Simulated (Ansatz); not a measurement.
Relaxed bulk GaN:

```
CELL_PARAMETERS angstrom
0.00000 2.24912 2.24912
2.24912 0.00000 2.24912
2.24912 2.24912 0.00000
ATOMIC_POSITIONS crystal
Ga 0.00000 0.00000 0.00000
N 0.75000 0.75000 0.75000
```

Miller indices refer to the conventional cell of F-43m (No. 216), a = 4.498 Å, b = 4.498 Å, c = 4.498 Å, α = 90.00°, β = 90.00°, γ = 90.00°. The bulk's gap is 1.70 eV.

Method: Ansatz 0.2.0, DFT PBEsol, scalar-relativistic, plane waves, PAW. Cutoff 420 eV, Gaussian smearing of 0.05 eV, no spin polarisation. A dipole correction acts along the normal.

This cut of an insulator is polar or leaves open shells, so the slab is metallic here; real surfaces compensate by reconstruction or adsorbates.

A relaxed slab with low-index faces, about a nanometre thick, has these properties:

```
Surface energy (mean of both faces)   : 3.11 J/m²
Gap of the slab on the mesh           : none (metal or semimetal)
Work function                         : 4.02 eV (top), 6.48 eV (bottom)
Dipole of the slab along +c, per cell : 0.12 e·Å
```

Question: Which low-index plane was cut, and which atoms end it?

Answer: The (111) plane, with Ga in the top plane and N in the bottom one as cut, before relaxation. The planes from bottom to top: N, Ga, N, Ga, N, Ga, N, Ga, N, Ga.

Spin polarisation was left out, and a magnetic state may lie lower.

The reference crystal is the zinc-blende form of GaN, which isn't its usual structure.